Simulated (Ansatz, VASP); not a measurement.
CuI (Marshite) in VASP and in Ansatz

The input INCAR:

```
SYSTEM = CuI
ALGO = Normal
EDIFF = 1E-6
ENCUT = 520
GGA = PS
ISIF = 2
ISMEAR = 0
LASPH = .TRUE.
LCHARG = .TRUE.
LELF = .TRUE.
LREAL = .FALSE.
LVHAR = .TRUE.
LWAVE = .FALSE.
NBANDS = 16
NELM = 100
PREC = Accurate
SIGMA = 0.01
```

KPOINTS

```
k-points
0
G
  6 6 6
  0 0 0
```

Contents of POSCAR:

```
CuI
1.0
    0.0000000000      3.0120429050      3.0120429050
    3.0120429050      0.0000000000      3.0120429050
    3.0120429050      3.0120429050      0.0000000000
Cu I
1 1
Direct
    0.2500000000      0.2500000000      0.2500000000
    0.0000000000      0.0000000000      0.0000000000
```

Input for Ansatz:

```yaml
crystal:
  lattice:
    - [0.0, 3.012042905, 3.012042905]
    - [3.012042905, 0.0, 3.012042905]
    - [3.012042905, 3.012042905, 0.0]
  atoms:
    - { symbol: Cu, position: [0.25, 0.25, 0.25] }
    - { symbol: I, position: [0.0, 0.0, 0.0] }
kpoints:
  mp_grid: { grid: [6, 6, 6] }
hamiltonian:
  xc: pbesol
scf:
  occupations: { method: fixed }
  n_extra_bands: 4
output:
  forces: true
  stress: true
  eigenvalues: true
```

Alike in both runs: task single point; functional PBEsol; k mesh 6 × 6 × 6; no spin polarisation.

|  | VASP | Ansatz |
| --- | --- | --- |
| version | VASP 6.6.1 | Ansatz 0.2.0 |
| potentials or method | VASP PAW PBE potentials, release 64 (Cu, I) | plane waves, PAW |
| plane-wave cutoff (eV) | 520 | 420 |
| occupations | gaussian, width 0.01 eV | fixed |
| valence electrons in the cell | 18 | 36 |

Ansatz gave:

```
gap on the k mesh at the Fermi level (eV) : 1.06
pressure (GPa)                            : -1.9
```

**Question.** What did VASP give for the same quantities?

**Answer.** gap on the k mesh at the Fermi level (eV): 1.08; pressure (GPa): -1.4.

The two sets of potentials don't hold the same shells in valence.

Caveats: the PAW data sets were made with another functional, which shifts forces and pressure a little (VASP); spin-orbit coupling is left out, which moves the levels of the heavy elements.
